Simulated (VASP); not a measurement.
Write the native input for VASP 6.6.1 that does the following.

```yaml
Task: single point
Functional: r2SCAN
Potentials_or_basis: VASP PAW PBE potentials, release 64 (Li_sv)
Cutoff: 520 eV
k_mesh: 3 × 3 × 3, shifted
Occupations: methfessel-paxton, width 0.01 eV
Spin: no spin polarisation
Dipole_correction: no
Further_INCAR_settings: ALGO = Normal; EDIFF = 1e-06; NBANDS = 22
```

The system is Li.

```
Li
1.0
    -3.43240    3.43240    3.43240
     3.43240   -3.43240    3.43240
     3.43240    3.43240   -3.43240
Li
8
Cartesian
  1.6764 -1.6764 1.7560
  1.7560 1.6764 -1.6764
  3.3926 3.3926 3.3926
  3.4722 -0.0398 0.0398
  -0.0398 0.0398 3.4722
  1.6764 1.6764 1.6764
  -1.6764 1.7560 1.6764
  0.0398 3.4722 -0.0398
```

These files were run (other wordings do the same):

POSCAR

```
Li
1.0
   -3.4324001000      3.4324001000      3.4324001000
    3.4324001000     -3.4324001000      3.4324001000
    3.4324001000      3.4324001000     -3.4324001000
Li
8
Direct
    0.0115994300      0.5000000000      0.0000000000
    0.0000000000      0.0115994300      0.5000000000
    0.9884005700      0.9884005700      0.9884005700
    0.0000000000      0.5115994300      0.5000000000
    0.5115994300      0.5000000000      0.0000000000
    0.4884005700      0.4884005700      0.4884005700
    0.5000000000      0.0000000000      0.0115994300
    0.5000000000      0.0000000000      0.5115994300
```

INCAR.step1

```
SYSTEM = Li
ALGO = Normal ; EDIFF = 1E-4
ENCUT = 520 ; GGA = PE
ISMEAR = 1 ; LASPH = .True.
LCHARG = .False. ; LREAL = .False.
LWAVE = .True. ; NBANDS = 22
NELM = 100 ; PREC = Accurate
SIGMA = 0.01
```

INCAR.step2

```
SYSTEM = Li
ALGO = Normal ; EDIFF = 1E-6
ENCUT = 520 ; ISIF = 2
ISMEAR = 1 ; ISTART = 1
LASPH = .True. ; LCHARG = .False.
LMIXTAU = .True. ; LREAL = .False.
LWAVE = .False. ; METAGGA = R2SCAN
NBANDS = 22 ; NELM = 100
PREC = Accurate ; SIGMA = 0.01
```

KPOINTS

```
Automatic mesh
0
Gamma
  3 3 3
  0.5 0.5 0.5
```

Potentials or basis: VASP PAW PBE potentials, release 64 (Li_sv).

Launch:

```console
$ cat potpaw_PBE.64/Li_sv/POTCAR > POTCAR
$ cp INCAR.step1 INCAR
$ mpirun -np 1 vasp_std > vasp.out
$ cp INCAR.step2 INCAR
$ mpirun -np 1 vasp_std > vasp.out
```

Results of the run:

```yaml
Largest_force: 0.015 eV/Å
Band_gap_on_the_k_mesh: none (metal or under the smearing width)
```

Caveat: the k mesh is coarse (spacing up to 0.43 Å⁻¹), so the values aren't converged; the PAW data sets were made with another functional, which shifts forces and pressure a little.

Run time: 93 s on 1 thread of Intel(R) Xeon(R) Platinum 8488C (Sapphire Rapids), on a shared host, peak memory 0.33 GiB.
